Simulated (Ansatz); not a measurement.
All numbers below come from DFT PBE, scalar-relativistic, plane waves, PAW (Ansatz).

Structure of Cu:

```yaml
crystal:
  lattice:
    - [0.00000, 1.81487, 1.81487]
    - [1.81487, 0.00000, 1.81487]
    - [1.81487, 1.81487, 0.00000]
  atoms:
    - { symbol: Cu, position: [0.00000, 0.00000, 0.00000] }
```

Cutoff 420 eV; k points 20×20×20 on the computed 1-atom cell (Γ-centred); Gaussian smearing, width 0.10 eV; no spin polarisation.

Levels along Γ–X–U | K–Γ–L–W–X, in eV from the Fermi level, sorted by energy at each point. Points in fractions of the primitive reciprocal vectors: Γ (0.000 0.000 0.000), X (0.500 0.000 0.500), U (0.625 0.250 0.625), K (0.375 0.375 0.750), L (0.500 0.500 0.500), W (0.500 0.250 0.750).
```
point k (1/Å, with 2π) band 7  band 8  band 9  band 10  band 11
    Γ             0.000   -2.94   -2.94   -2.12    -2.12    22.53
    -             0.247   -2.88   -2.88   -2.19    -2.10    21.75
    -             0.495   -2.71   -2.71   -2.36    -2.02    20.38
    -             0.742   -2.55   -2.44   -2.44    -1.91    17.99
    -             0.989   -2.50   -2.11   -2.11    -1.79    15.94
    -             1.236   -1.77   -1.77   -1.68    -1.61    12.25
    -             1.484   -1.60   -1.51   -1.51     0.22     8.80
    X             1.731   -1.57   -1.41   -1.41     1.48     7.04
    -             1.819   -1.59   -1.47   -1.42     1.57     7.05
    -             1.906   -1.62   -1.61   -1.43     1.81     7.09
    -             1.993   -1.81   -1.67   -1.45     2.17     7.14
    -             2.081   -2.04   -1.73   -1.48     2.61     7.22
    -             2.168   -2.27   -1.81   -1.51     3.12     7.30
    -             2.256   -2.49   -1.90   -1.56     3.69     6.80
    U             2.343   -2.69   -1.99   -1.61     4.30     5.69
    K             2.343   -2.69   -1.99   -1.61     4.30     5.69
    -             2.605   -3.16   -2.24   -1.80     2.59     6.38
    -             2.868   -3.35   -2.42   -2.04     0.28     8.77
    -             3.130   -3.03   -2.46   -2.30    -1.04    11.46
    -             3.392   -2.82   -2.54   -2.40    -1.71    14.46
    -             3.655   -2.78   -2.75   -2.28    -2.03    17.71
    -             3.917   -2.89   -2.88   -2.17    -2.11    21.01
    Γ             4.179   -2.94   -2.94   -2.12    -2.12    22.53
    -             4.393   -2.90   -2.90   -2.13    -2.13    21.25
    -             4.607   -2.83   -2.83   -2.15    -2.15    17.73
    -             4.822   -2.78   -2.78   -2.10    -2.10    14.09
    -             5.036   -2.81   -2.81   -1.95    -1.95    10.65
    -             5.250   -2.88   -2.76   -1.76    -1.76     7.54
    -             5.464   -2.95   -1.75   -1.61    -1.61     4.96
    L             5.678   -2.97   -1.56   -1.56    -0.99     3.72
    -             5.853   -2.93   -2.00   -1.56    -0.41     3.75
    -             6.028   -2.80   -2.51   -1.58     0.49     3.85
    -             6.203   -2.88   -2.61   -1.60     1.54     4.06
    -             6.378   -3.13   -2.39   -1.61     2.71     4.40
    -             6.553   -3.30   -2.22   -1.56     3.98     4.95
    -             6.727   -3.41   -2.17   -1.47     5.30     5.67
    W             6.902   -3.45   -2.16   -1.41     6.16     6.16
    -             7.026   -3.17   -2.12   -1.41     5.19     7.18
    -             7.149   -2.86   -2.02   -1.41     4.29     7.68
    -             7.273   -2.52   -1.89   -1.41     3.46     7.43
    -             7.397   -2.16   -1.76   -1.41     2.72     7.25
    -             7.520   -1.81   -1.66   -1.41     2.09     7.13
    -             7.644   -1.60   -1.53   -1.41     1.65     7.07
    X             7.768   -1.57   -1.41   -1.41     1.48     7.04
```